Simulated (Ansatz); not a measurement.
Input of an Ansatz 0.2.0 run:

File input.yaml:

```yaml
crystal:
  lattice:
    - [-1.81, 1.81, 1.81]
    - [1.81, -1.81, 1.81]
    - [1.81, 1.81, -1.81]
  atoms:
    - { symbol: Zr, position: [0.0, 0.0, 0.0] }
kpoints:
  mp_grid: { grid: [6, 6, 6] }
scf:
  occupations: { method: fermi_dirac, width: 0.02 }
hamiltonian:
  xc: pbe
  pseudopotentials: { kind: all_electron, lapw: { basis_error: 0.002 } }
output:
  forces: true
  stress: true
  eigenvalues: true
```

Potentials or basis: all-electron LAPW, scalar-relativistic.

Command:

```bash
$ ansatz run input.yaml --threads 1 --pin off --max-ram 2560MiB --backend cpu --events-out ev --progress --plain --runs-dir out
```

Problem. Estimate the pressure.

Solution. -4.1 GPa.

Problem. Predict the band gap on the k mesh.

Solution. None (metal or under the smearing width).

Caveat: the k mesh is coarse (spacing up to 0.41 Å⁻¹), so the values aren't converged.
